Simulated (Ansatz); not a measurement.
**NbGe2N4 monolayer in a perpendicular field**

Wanted: the out-of-plane response of the NbGe2N4 monolayer. A positive field points along +c.

Method: plane-wave DFT, PBE-D3(BJ), Ansatz PAW, in Ansatz 0.2.0.

### Step 1. Starting point

The cell holds 7 atoms: 4 N, 2 Ge and 1 Nb. Cell: a = 3.020 Å, b = 3.020 Å, c = 45.826 Å, α = 90.0°, β = 90.0°, γ = 120.0°. Vacuum lies along c.

Structure file:

```cif
data_structure
_symmetry_space_group_name_H-M 'P 1'
_symmetry_Int_Tables_number 1
_cell_length_a 3.0200
_cell_length_b 3.0200
_cell_length_c 45.8257
_cell_angle_alpha 90.000
_cell_angle_beta 90.000
_cell_angle_gamma 120.000
_cell_volume 361.95
loop_
_atom_site_label
_atom_site_type_symbol
_atom_site_fract_x
_atom_site_fract_y
_atom_site_fract_z
_atom_site_occupancy
N1 N 0.00000 0.00000 0.41898 1
Ge2 Ge 0.33333 0.66667 0.43181 1
N3 N 0.33333 0.66667 0.47196 1
Nb4 Nb 0.00000 0.00000 0.50000 1
N5 N 0.33333 0.66667 0.52804 1
Ge6 Ge 0.33333 0.66667 0.56819 1
N7 N 0.00000 0.00000 0.58102 1
```

### Step 2. Relaxation

The starting cell is a guess, so the in-plane lattice and the atoms are relaxed first, with the slab cut off from its images along the normal.

The input, input.yaml:

```yaml
crystal:
  lattice:
    - [3.02, 0.0, 0.0]
    - [-1.51, 2.6153967194, 0.0]
    - [0.0, 0.0, 45.8256820729]
  atoms:
    - { symbol: "N", position: [0.0, 0.0, 0.4189790338] }
    - { symbol: Ge, position: [0.3333333333, 0.6666666667, 0.4318051195] }
    - { symbol: "N", position: [0.3333333333, 0.6666666667, 0.471957277] }
    - { symbol: Nb, position: [0.0, 0.0, 0.5], spin: 1.0 }
    - { symbol: "N", position: [0.3333333333, 0.6666666667, 0.528042723] }
    - { symbol: Ge, position: [0.3333333333, 0.6666666667, 0.5681948805] }
    - { symbol: "N", position: [0.0, 0.0, 0.5810209662] }
  periodic: [true, true, false]
magnetization:
  spin_polarized: true
kpoints:
  mp_grid: { grid: [12, 12, 1] }
hamiltonian:
  xc: pbe
  dispersion: d3bj
scf:
  occupations: { method: fermi_dirac, width: 0.05 }
  convergence: { dr2_threshold: 1.0e-09 }
relax:
  f_tol: 0.004
  max_steps: 90
  cell: {}
output:
  write_potential: true
  write_density: true
  volumetric_format: npy
```

Command:

```
ansatz run input.yaml --threads 4 --pin off --max-ram 6144MiB --backend cpu --events-out ev --progress --plain --runs-dir out
```

Numbers of over 12 decimals in the logs are rounded to 6 here.

What it wrote:

```text
Warning: relax.cell: scf.convergence.dr2_threshold = 1e-9 eV is looser than the 2.30525231843e-10 eV advised for a relaxation that steers and ends on the stress (1e-10 eV for each atom of the cell: 7, times the square of relax.cell.stress_2d_tol = 0.05 N/m over 17.4 Å (the atoms' height at the walk's start and 5 Å past either face), 2.869e-2 GPa, over a crystal's default 0.05). What an SCF threshold leaves in a stress goes as its square root, and in the free energy as the threshold itself, and one threshold admits the most on a small cell: [figures from the program's tests cut] Set scf.convergence.dr2_threshold to 2.30525231843e-10 eV or tighter. [rest of the remark cut]
Engine: ansatz 0.2.0, x86_64-unknown-linux-gnu
Pseudopotentials: kind: paw
Pseudopotential: N, paw, valence charge 5, recommended cutoff 420 eV (normal), N.paw.azcp
Pseudopotential: Ge, paw, valence charge 14, recommended cutoff 420 eV (normal), Ge.paw.azcp
Pseudopotential: Nb, paw, valence charge 13, recommended cutoff 420 eV (normal), Nb.paw.azcp
Functional definition: PBE
  parameter kappa = 0.804
  parameter beta = 0.066725
  exchange = pbe_x(kappa = kappa, mu = beta*pi^2/3)
  correlation = pbe_c(beta = beta)
Crystal: 7 atoms, lattice volume = 361.954 Å³
Basis set: ecut = 420 eV, 6933 PW (Γ), exchange–correlation on 48×48×640 points (8 copies of the dense FFT grid, shifted against one another)
Bands: 38, of which v1, the nominal top of the filled ones, is band 31 counted from 1 (30 counted from 0)
Symmetry: 12 space group operations
Space group: P-6m2 (ITA 187), of the structure as read, at distance tolerance 7.1e-5 Å
Magnetic group: BNS 187.209 (UNI 1439), of the structure as read, at distance tolerance 7.1e-5 Å
k-points: 19 of 144 (time reversal used)
Non-local potential: N, projectors of the file, l = 0: 2, l = 1: 2, l = 2: 1
Non-local potential: Ge, projectors of the file, l = 0: 2, l = 1: 2, l = 2: 3, l = 3: 1
Non-local potential: Nb, projectors of the file, l = 0: 3, l = 1: 2, l = 2: 2, l = 3: 1
PAW form: soft (Blöchl's): semilocal exchange-correlation on the pseudo side does not see the compensation charge
PAW one-centre angular grid: N, 110 points (default); XC on 64 Gauss nodes
PAW one-centre angular grid: Ge, 590 points (default); XC on 64 Gauss nodes
PAW one-centre angular grid: Nb, 590 points (default); XC on 64 Gauss nodes
Initial density: superposition of atomic densities (neutral atoms: chi_scale 0, normalization atom)
Starting moments: Σ|m| = 1 μB on 1 of 7 sites
Initial wavefunctions: pseudopotential atomic-orbital guess
Functional: x = pbe(κ = 0.804, μ = 0.219515), c = pbe(β = 0.066725)
SCF iter   1: F=—  HF=-14689.498372 eV  |F-HF|=—  |Δ(HF+E_count)|=         —  Δρ=4.33e-2 (↑4.33e-2 ↓4.31e-2)  dr2=3.18e1  dr2_m=3.89e-2  M=0.887 μB ∫|m|=0.919 μB  β_m=0.30  ethr=3.10e-3  ⟨swp⟩=13.7  Hψ=9768  notcnv=0
Mixer restart at iter 1: flushing history
preconditioner: auto → Resta (q_TF=auto, 2.028 Å⁻¹)  ε∞=1.6  [insulator: Δε(μ)=0.129 eV  Ē_g=19.398 eV  σ=0.050 eV  W_gap=0.55  n_scr=28 (ndim 8)  ℏωp=15.0 eV  f_vac=0.760  D(μ)=1.41/eV (n_scr^D=12)  ε∞_Penn≈1.6  vacuum switching on, ρ_ref=2.7e-2 e/Å³]
spin=Collinear: Resta preconditioning applied to the charge; magnetization (m = ρ↑ − ρ↓) channel mixes plain (no charge-response kernel on spin).
SCF iter   2: F=—  HF=-14682.446644 eV  |F-HF|=—  |Δ(HF+E_count)|=    7.05e0  Δρ=1.38e-2 (↑1.37e-2 ↓1.38e-2)  dr2=2.63e0  dr2_m=1.58e-2  M=0.766 μB ∫|m|=0.817 μB  β_m=0.34  ethr=3.10e-3  ⟨swp⟩=4.9  Hψ=4432  notcnv=0  defer=61
preconditioner: auto → LDOS  [metal: Δε(μ)=0.072 eV  Ē_g=17.837 eV  σ=0.050 eV  W_gap=0.34  n_scr=28 (ndim 8)  ℏωp=14.2 eV  f_vac=0.763  D(μ)=2.04/eV (n_scr^D=14)]
spin=Collinear: LDOS preconditioning applied to the charge; magnetization (m = ρ↑ − ρ↓) channel mixes plain (no charge-response kernel on spin).
SCF iter   3: F=—  HF=-14681.874624 eV  |F-HF|=—  |Δ(HF+E_count)|=   5.72e-1  Δρ=7.80e-3 (↑7.67e-3 ↓7.80e-3)  dr2=5.69e-1  dr2_m=6.07e-3  M=0.746 μB ∫|m|=0.793 μB  β_m=0.58  ethr=3.10e-3  ⟨swp⟩=3.1  Hψ=3002  notcnv=0  defer=61
SCF iter   4: F=—  HF=-14681.827795 eV  |F-HF|=—  |Δ(HF+E_count)|=   4.68e-2  Δρ=1.56e-3 (↑1.56e-3 ↓1.50e-3)  dr2=1.95e-2  dr2_m=6.12e-4  M=0.773 μB ∫|m|=0.803 μB  β_m=0.60  ethr=9.33e-4  ⟨swp⟩=5.1  Hψ=3609  notcnv=0  defer=62
SCF iter   5: F=—  HF=-14681.829530 eV  |F-HF|=—  |Δ(HF+E_count)|=         —  Δρ=4.87e-4 (↑4.87e-4 ↓3.94e-4)  dr2=1.35e-3  dr2_m=1.27e-4  M=0.775 μB ∫|m|=0.800 μB  β_m=0.60  ethr=3.20e-5  ⟨swp⟩=3.6  Hψ=3663  notcnv=0  defer=62
SCF iter   6: F=—  HF=-14681.830717 eV  |F-HF|=—  |Δ(HF+E_count)|=   1.19e-3  Δρ=2.01e-4 (↑2.01e-4 ↓1.77e-4)  dr2=1.96e-4  dr2_m=3.76e-5  M=0.781 μB ∫|m|=0.805 μB  β_m=0.75  ethr=2.22e-6  ⟨swp⟩=3.6  Hψ=3241  notcnv=0  defer=62
SCF iter   7: F=—  HF=-14681.831185 eV  |F-HF|=—  |Δ(HF+E_count)|=   4.67e-4  Δρ=7.58e-5 (↑7.58e-5 ↓7.50e-5)  dr2=3.85e-5  dr2_m=6.90e-6  M=0.786 μB ∫|m|=0.808 μB  β_m=0.86  ethr=3.21e-7  ⟨swp⟩=3.1  Hψ=3077  notcnv=0  defer=62
SCF iter   8: F=—  HF=-14681.831186 eV  |F-HF|=—  |Δ(HF+E_count)|=   1.91e-6  Δρ=2.19e-5 (↑2.19e-5 ↓1.78e-5)  dr2=4.03e-6  dr2_m=4.30e-7  M=0.789 μB ∫|m|=0.811 μB  β_m=0.84  ethr=6.31e-8  ⟨swp⟩=3.2  Hψ=3293  notcnv=0  defer=62
SCF iter   9: F=—  HF=-14681.831190 eV  |F-HF|=—  |Δ(HF+E_count)|=   3.72e-6  Δρ=6.35e-6 (↑5.49e-6 ↓6.35e-6)  dr2=6.70e-7  dr2_m=3.77e-8  M=0.789 μB ∫|m|=0.811 μB  β_m=0.76  ethr=6.61e-9  ⟨swp⟩=3.8  Hψ=3627  notcnv=0  defer=62
SCF iter  10: F=—  HF=-14681.831191 eV  |F-HF|=—  |Δ(HF+E_count)|=   6.02e-7  Δρ=1.78e-6 (↑1.73e-6 ↓1.78e-6)  dr2=9.34e-9  dr2_m=5.99e-9  M=0.789 μB ∫|m|=0.811 μB  β_m=0.79  ethr=1.10e-9  ⟨swp⟩=3.1  Hψ=3106  notcnv=0  defer=62
SCF iter  11: F=—  HF=-14681.831191 eV  |F-HF|=—  |Δ(HF+E_count)|=   1.71e-7  Δρ=6.82e-7 (↑5.68e-7 ↓6.82e-7)  dr2=6.69e-10  dr2_m=9.90e-10  M=0.789 μB ∫|m|=0.811 μB  β_m=0.87  ethr=1.53e-11  ⟨swp⟩=4.1  Hψ=4006  notcnv=0  defer=62
SCF iter  12: F=-14681.831191 eV  HF=-14681.831191 eV  |F-HF|=5.50e-9  |Δ(HF+E_count)|=   5.02e-8  Δρ=2.78e-7 (↑2.39e-7 ↓2.78e-7)  dr2=2.94e-10  dr2_m=1.74e-10  M=0.789 μB ∫|m|=0.811 μB  ethr=1.10e-12  ⟨swp⟩=9.0  Hψ=11904  notcnv=0
SCF 1 converged in 12 iterations: F = -14681.831191 eV  dr2 = 2.94e-10
  greatest PAW one-centre occupation: 0.999 electrons in one spin orbital (limit 2), on the Ge atom at site 1 (counted from 0), in its partial waves of l = 2
[...]
relax step   8: F+E_penalty+E_count = -14681.99090343 eV  Δ(F+E_penalty+E_count) = +1.014e-4 eV  max|allowed force component| = 1.262e-3 eV/Å  Δτ_max = 0.0004 Å  P = +0.016 N/m  Ω = 371.665 Å³  energy of the carried Pulay correction = -1.255e-4 eV  fix = [c, alpha, beta]  reactions: c +0.000 N/m  (7 SCF iters, accepted)
iter 1 solved again at ethr=1.05e-7 eV; its pass at ethr=3.10e-3 eV (dr2=6.42e-5 eV) is discarded
SCF iter   1: F=—  HF=-14681.990250 eV  |F-HF|=—  |Δ(HF+E_count)|=         —  Δρ=1.65e-5 (↑1.65e-5 ↓1.65e-5)  dr2=8.95e-8  dr2_m=9.35e-11  M=0.742 μB ∫|m|=0.770 μB  β_m=0.65  ethr=1.05e-7  ⟨swp⟩=7.1  Hψ=17552  notcnv=0
preconditioner: auto → LDOS  [metal: Δε(μ)=0.108 eV  Ē_g=18.015 eV  σ=0.050 eV  W_gap=0.43  n_scr=28 (ndim 8)  ℏωp=14.0 eV  f_vac=0.768  D(μ)=2.00/eV (n_scr^D=14)]
spin=Collinear: LDOS preconditioning applied to the charge; magnetization (m = ρ↑ − ρ↓) channel mixes plain (no charge-response kernel on spin).
SCF iter   2: F=—  HF=-14681.990923 eV  |F-HF|=—  |Δ(HF+E_count)|=   6.73e-4  Δρ=5.80e-6 (↑5.80e-6 ↓5.80e-6)  dr2=1.52e-8  dr2_m=2.00e-11  M=0.742 μB ∫|m|=0.770 μB  β_m=0.60  ethr=1.47e-10  ⟨swp⟩=4.8  Hψ=4555  notcnv=0
SCF iter   3: F=—  HF=-14681.991090 eV  |F-HF|=—  |Δ(HF+E_count)|=   1.68e-4  Δρ=1.24e-6 (↑1.24e-6 ↓1.23e-6)  dr2=3.33e-9  dr2_m=4.16e-12  M=0.742 μB ∫|m|=0.770 μB  β_m=0.53  ethr=2.50e-11  ⟨swp⟩=4.1  Hψ=3229  notcnv=0
iter 4 met the thresholds in force, and the SCF goes on: an eigenvalue changes by 1.85 meV, over its tolerance of 0.06 meV (output.eigenvalues, Limitations)
SCF iter   4: F=-14681.991112 eV  HF=-14681.991111 eV  |F-HF|=3.95e-7  |Δ(HF+E_count)|=   2.11e-5  Δρ=9.37e-8 (↑9.37e-8 ↓9.37e-8)  dr2=1.24e-10  dr2_m=2.29e-12  M=0.742 μB ∫|m|=0.770 μB  β_m=0.57  ethr=1.64e-12  ⟨swp⟩=16.3  Hψ=14217  notcnv=0
iter 5 met the thresholds in force, and the SCF goes on: an eigenvalue changes by 0.93 meV, over its tolerance of 0.05 meV (output.eigenvalues, Limitations)
SCF iter   5: F=-14681.991112 eV  HF=-14681.991112 eV  |F-HF|=5.71e-8  |Δ(HF+E_count)|=   3.38e-7  Δρ=3.49e-8 (↑3.49e-8 ↓2.65e-8)  dr2=1.19e-11  dr2_m=7.19e-13  M=0.742 μB ∫|m|=0.770 μB  β_m=1.00  ethr=1.00e-12  ⟨swp⟩=8.8  Hψ=9205  notcnv=0
Mixer restart at iter 5: flushing history
SCF iter   6: F=-14681.991112 eV  HF=-14681.991112 eV  |F-HF|=3.77e-10  |Δ(HF+E_count)|=   5.69e-8  Δρ=2.73e-8 (↑2.67e-8 ↓2.73e-8)  dr2=2.39e-11  dr2_m=5.86e-14  M=0.742 μB ∫|m|=0.770 μB  ethr=1.00e-12  ⟨swp⟩=8.5  Hψ=8661  notcnv=0
SCF 9 converged in 6 iterations: F = -14681.991112 eV  dr2 = 2.39e-11
relax step   9: F+E_penalty+E_count = -14681.99111189 eV  Δ(F+E_penalty+E_count) = -2.085e-4 eV  max|allowed force component| = 1.241e-3 eV/Å  Δτ_max = 0.0000 Å  P = +0.018 N/m  Ω = 371.665 Å³  fix = [c, alpha, beta]  reactions: c +0.000 N/m  stress off target by 1.77e-2 N/m on what of the cell is left free  SCF on the basis re-selected at this cell (its energy is not comparable with the rows above)  (6 SCF iters)
basis re-selected at this cell: Δ(F+E_penalty+E_count) = -2.085e-4 eV, ΔP = +0.002 N/m vs the last step (what re-selecting the basis moved, of the pressure what is left beyond the Pulay correction that the steps carried, after the strain that the cell walked since its last selection, with what the two solves' SCF thresholds leave and, on support functions, any second-order correction that the steps lacked; it is no m [...]
WARN: The output density's exchange-correlation potential varies sharply where the density is thin. Do not read a vacuum level from v_tot or v_xc, or from such a field of the output density. On a cell that repeats whose density bears no net charge and no dipole along the vacuum's axis use v_es (v_loc + v_h of the components); under efield.dipole_correction with no amplitude use v_es + v_field, which holds any externa [...]
SCF converged after 6 iterations
an eigenvalue changed by more than its tolerance at an iteration that met the thresholds in force, so the SCF went on 2 times, its first undamped step at iteration 5: the last check found none over its tolerance
Magnetization: 0.7415 μB (30.8708 up, 30.1292 down)
Absolute magnetization: 0.7703 μB (∫|ρ↑−ρ↓|, with the PAW one-centre terms)
Spin contamination: 0.0035 ħ² per cell (⟨S²⟩ above its minimum at these occupations)
Per-site moments (μB) at R_I (Å): [(0.00580697, 0.771408), (0.00313974, 0.771408), (0.000212369, 0.772953), (0.316406, 0.885035), (0.000212369, 0.772953), (0.00313974, 0.771408), (0.00580697, 0.771408)]
Free energy (F): -14681.991112 eV
Harris-Foulkes:  -14681.991112 eV  (|F-HF|=3.77e-10)
Internal energy: -14681.975069 eV  (E = F + TS)
E sigma→0 (E₀):  -14681.983091 eV
Entropy (-TS):   -0.016043 eV (-2.292 meV/atom)
Fermi energy:    -5.572350 eV
--- Per-component energies (eV) ---
  E_band       = -1383.081587
  E_kinetic    = 1142.083282
  E_local      = -354392.399284  (includes V_loc(G=0)·N_el)
  E_nonlocal   = 1146.199661
  E_hartree    = 176095.671304
  E_xc         = -567.058856
  E_vxc        = -648.168697  (∫ρ·V_xc dr)
  E_paw        = -7629.464805  (= ΣΔE_a)
  E_vpaw       = -822.140618  (= ΣTr[D̂ρ^β])
  E_aug_tail   = 0.000942  (compensation charges beyond the density's cutoff)
  E_ewald      = 169524.716861
  E_disp       = -1.724175  (pairwise vdW)
  E_smearing   = -0.016043  (= −TS)
  E_closure    = -0.000000  (closes the sum)
  Σ components = -14681.991112   (vs F -14681.991112, Δ=0.00e0)
--- Forces (eV/Å), atoms counted from 1 ---
  atom   1  N      0.00000000    -0.00000000     0.00072465
  atom   2  Ge    -0.00000000     0.00000000    -0.00124117
  atom   3  N      0.00000000    -0.00000000    -0.00007559
  atom   4  Nb     0.00000000    -0.00000000     0.00000000
  atom   5  N      0.00000000    -0.00000000     0.00007559
  atom   6  Ge    -0.00000000     0.00000000     0.00124117
  atom   7  N      0.00000000    -0.00000000    -0.00072465
  max |Σ_I F_I| component: 1.31e-15 eV/Å
--- 2D stress c σ (N/m, compression-positive) ---
        0.017744      -0.000000       0.000000
       -0.000000       0.017744      -0.000000
        0.000000      -0.000000       0.000000
  P = ½ c Tr σ = 0.0177 N/m
--- Band table (eV; the first three rows and the last of 38) ---
  k-point 0 ↑: bands = [... 27 lower, -7.8368, -7.8368, -7.2802, -5.4603, -3.7536, -3.3579, -2.1460, -2.1460, ... 3 higher]
  k-point 1 ↑: bands = [... 27 lower, -8.0106, -7.9518, -7.1285, -5.2696, -3.4922, -3.4274, -2.1643, -1.9890, ... 3 higher]
  k-point 2 ↑: bands = [... 27 lower, -8.2451, -8.2243, -7.1577, -5.4666, -3.3770, -2.9858, -2.2025, -1.6460, ... 3 higher]
  k-point 18 ↓: bands = [... 27 lower, -9.0019, -7.6412, -7.0247, -5.0379, -3.0473, -1.4115, -1.3945, -0.6546, ... 3 higher]
  the weakly bound empty levels are not read free of the cell's end (no_gap_told)
--- Relaxed structure (7 steps of the walk, 7 accepted, 2 SCFs on fresh bases) ---
  F+E_penalty+E_count = -14681.99111189 eV   max|allowed force component| = 1.241e-3 eV/Å   (the final SCF, on the basis selected at the relaxed cell)
  cell:  # Å, volume = 371.6649 Å³
    - [3.060244, 0, 0]
    - [-1.530122, 2.650249, 0]
    - [0, 0, 45.8256820729]
  atoms:
    - { symbol: N, position: [1.0605401002381326e-17, -5.1293558794337987e-17, 0.419175] }
    - { symbol: Ge, position: [0.333333, 0.666667, 0.432548] }
    - { symbol: N, position: [0.333333, 0.666667, 0.473438] }
    - { symbol: Nb, position: [1.0573552618554984e-17, -5.1357255561990646e-17, 0.5] }
    - { symbol: N, position: [0.333333, 0.666667, 0.526562] }
    - { symbol: Ge, position: [0.333333, 0.666667, 0.567452] }
    - { symbol: N, position: [1.0541704234728697e-17, -5.1420952329643244e-17, 0.580825] }
```

Elapsed: 1.8 min, on 4 threads of Intel Xeon Platinum 8488C (Sapphire Rapids), shared host; peak memory 1.1 GiB.

The steps of the relaxation:

```
step  energy less that of the first step (eV)  largest force component (eV/Å)  volume (Å³)
   1                                   0.0000                          1.7357       361.95
   2                                  -0.0907                          0.4592       373.12
   3                                  -0.1483                          0.1934       370.61
   4                                  -0.1525                          0.0604       371.03
   5                                  -0.1526                          0.0247       371.57
   6                                  -0.1527                          0.0007       371.47
  7*                                  -0.1598                          0.0009       371.47
   8                                  -0.1597                          0.0013       371.67
  9*                                  -0.1599                          0.0012       371.67
```

Relaxation steps marked * repeat the geometry before them on a plane-wave basis chosen anew for their cell, so energy and pressure can jump there.

Forces are held to the 12 operations that the run works with; a distortion that breaks them can't arise in this run.

```
cell as run  before  after  change
      a (Å)   3.020  3.060  +1.3 %
      b (Å)   3.020  3.060  +1.3 %
```

The atoms that moved most (Å, along periodic axes as changes of fractional coordinates times the final cell, across vacuum about the mean position):

```
atom     dx     dy      dz  length
  N3  0.000  0.000   0.068   0.068
  N5  0.000  0.000  -0.068   0.068
 Ge2  0.000  0.000   0.034   0.034
 Ge6  0.000  0.000  -0.034   0.034
  N1  0.000  0.000   0.009   0.009
  N7  0.000  0.000  -0.009   0.009
```

The relaxed structure:

```cif
data_structure
_symmetry_space_group_name_H-M 'P 1'
_symmetry_Int_Tables_number 1
_cell_length_a 3.0602
_cell_length_b 3.0602
_cell_length_c 45.8257
_cell_angle_alpha 90.000
_cell_angle_beta 90.000
_cell_angle_gamma 120.000
_cell_volume 371.66
loop_
_atom_site_label
_atom_site_type_symbol
_atom_site_fract_x
_atom_site_fract_y
_atom_site_fract_z
_atom_site_occupancy
N1 N 0.00000 0.00000 0.41918 1
Ge2 Ge 0.33333 0.66667 0.43255 1
N3 N 0.33333 0.66667 0.47344 1
Nb4 Nb 0.00000 0.00000 0.50000 1
N5 N 0.33333 0.66667 0.52656 1
Ge6 Ge 0.33333 0.66667 0.56745 1
N7 N 0.00000 0.00000 0.58082 1
```

Numbers from this step:

```
energy at zero smearing : -14681.9831 eV
total moment            : 0.7415 μB
site moments            : 0.005807, 0.003140, 2.12e-4, 0.3164, 2.12e-4, 0.003140, 0.005807 μB
```

Site moment by atom:

```
atom  site moment (μB)
  N1             0.006
 Ge2             0.003
  N3             0.000
 Nb4             0.316
  N5             0.000
 Ge6             0.003
  N7             0.006
```

The lattice constant a goes from 3.020 to 3.060 Å.

[end of part 1 of 3]

[Logs are printed without paths, hosts, clocks, repeated set-up lines and the standing remarks that a program may print on its own settings, such as how far it seeks lower states.]

[Hosts, paths, dates, database ids (printed as entryN), source tags and the programs' standing remarks are cut or masked in the printed files.]

[Maps of the electrostatic potential energy from Ansatz leave out the sawtooth potential of an applied field or a dipole correction, so their vacuum need not be flat; planar profiles and work functions include it.]
